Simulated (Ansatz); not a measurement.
Gas-phase electronic energies from Ansatz, PBE0-D4/def2-TZVP geometries. CCSD(T)/CBS adds triple-zeta CCSD(T) − MP2 to the extrapolated MP2 energy (def2 sets, frozen cores). Functionals use def2-TZVPP. B3LYP here is the variant with VWN-RPA as its local correlation; programs differ in this. One conformer a species, not always the lowest.

Consider the substitution at a C–C bond: `C=CC(C)CC` + `C[NH][Al]([Cl])[Cl]` → `CC[N](C)[Al]([Cl])[Cl]` + `C=CCC`.

(1) Is it downhill or uphill in electronic energy at CCSD(T)/CBS, and by how much? (Estimate.)

(2) What do these levels give: PBE-D4, PBE0-D4, B3LYP-D4, B2PLYP, B3LYP, HF/def2-TZVPP, SCS-MP2/def2-TZVPP, CCSD(T)/def2-TZVPP, HF/def2-QZVPP, MP2/def2-QZVPP, SCS-MP2/def2-QZVPP, MP2/CBS(def2)? (Best estimate.)

Largest T1 diagnostic among the species: 0.010.

Answers

(1) Ansatz gave: Uphill: ΔE = +7.1 kcal/mol.

(2) Ansatz gave: PBE-D4 5.6, PBE0-D4 6.2, B3LYP-D4 5.7, B2PLYP 6.3, B3LYP 5.9, HF/def2-TZVPP 6.9, SCS-MP2/def2-TZVPP 7.0, CCSD(T)/def2-TZVPP 6.7, HF/def2-QZVPP 6.9, MP2/def2-QZVPP 7.6, SCS-MP2/def2-QZVPP 7.2, MP2/CBS(def2) 7.7 kcal/mol.
